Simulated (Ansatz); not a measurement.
# Abstraction of Cl: SnCl4 + C4H9 → SnCl3 + C4H9Cl

Species: SnCl4 (tin tetrachloride) `[Cl][Sn]([Cl])([Cl])[Cl]`, singlet; C4H9 `[CH2]CCC`, doublet; SnCl3 `[Cl][Sn]([Cl])[Cl]`, doublet; C4H9Cl `CCCCCl`, singlet. A radical takes Cl: the energy is the difference in strength between the Sn–Cl bond broken and the C–Cl bond made.

Shapes, held fixed at every level: PBE0-D4/def2-TZVP. Flexible molecules stand in one conformer, not always the lowest. Programs: Ansatz 0.2.0. Electronic energies: no zero-point or thermal term.

```tsv
level	kind	ΔE (kJ/mol)	less CCSD/def2-SVP
MP2/def2-SVP	perturbation theory	-10.1	-5.3
MP2/def2-TZVPP	perturbation theory	-14.1	-9.3
PBE-D4/def2-TZVPP	GGA	-38.1	-33.3
r2SCAN-D4/def2-TZVPP	meta-GGA	-12.5	-7.7
BHLYP-D4/def2-TZVPP	global hybrid	-5.5	-0.7
PBE0-D4/def2-TZVPP	global hybrid	-21.3	-16.5
B2PLYP/def2-TZVPP	double hybrid	-20.4	-15.6
CCSD/def2-SVP	coupled cluster or CI	-4.8	0.0
```

The highest level, CCSD/def2-SVP, gives ΔE = -4.8 kJ/mol; the levels span -38.1 to -4.8. The column of differences is taken from that level and isn't an error. No measured value is set beside it here. Open shells run unrestricted. For atoms past krypton def2 sets carry core potentials with scalar relativity. Outer-core shells of Sn are correlated in most correlated rows, in sets that cover them unevenly.
